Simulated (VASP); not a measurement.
The system is BaTiO3.

```xyz
5
Lattice="3.9998 0.0000 0.0000 0.0000 3.9998 0.0000 0.0000 0.0000 4.0180" Properties=species:S:1:pos:R:3 pbc="T T T"
Ba    0.0000    0.0000    0.0000
Ti    1.9999    1.9999    1.9688
O     0.0000    1.9999    2.0773
O     1.9999    0.0000    2.0773
O     1.9999    1.9999    0.0763
```

| Quantity | Value |
| --- | --- |
| Program | VASP 6.6.1 |
| Task | relaxation of cell and atoms |
| Functional | PBEsol |
| Dispersion | D4 |
| Potentials or basis | VASP PAW PBE potentials, release 64 (Ba_sv, Ti_sv, O) |
| Cutoff | 600 eV |
| k mesh | 7 × 7 × 7 |
| Occupations | fermi-dirac, width 0.05 eV |
| Spin | no spin polarisation |

At the start: pressure -3.9 GPa; volume 12.86 Å³/atom.

Question: How do energy, volume and symmetry change on relaxing?

Answer: Over 12 steps the energy falls by 4.6 meV/atom and the volume is 12.63 Å³/atom (-1.7 %); space group P4mm (No. 99, to 0.05 Å).

Step by step:
```tsv
step	energy change (eV)	largest force (eV/Å)	pressure (GPa)	volume (Å³)
1	0.0000	0.3364	-3.85	64.28
2	0.0007	0.1811	4.71	61.45
3	-0.0200	0.1023	0.19	62.85
4	-0.0216	0.0703	0.13	62.91
5	-0.0223	0.0813	0.08	62.98
6	-0.0226	0.0405	-0.01	63.06
7	-0.0227	0.0345	-0.06	63.12
8	-0.0230	0.0325	0.04	63.10
9	-0.0230	0.0310	0.13	63.09
10	-0.0230	0.0362	-0.21	63.23
11	-0.0231	0.0227	-0.06	63.17
12	-0.0231	0.0018	0.01	63.16
```

Final structure:
```xyz
5
Lattice="3.9575 0.0000 0.0000 0.0000 3.9575 0.0000 0.0000 0.0000 4.0327" Properties=species:S:1:pos:R:3 pbc="T T T"
Ba    0.0000    0.0000    0.0001
Ti    1.9787    1.9787    1.9553
O     0.0000    1.9787    2.0810
O     1.9787    0.0000    2.0810
O     1.9787    1.9787    0.1050
```

Caveat: the PAW data sets were made with another functional, which shifts forces and pressure a little.
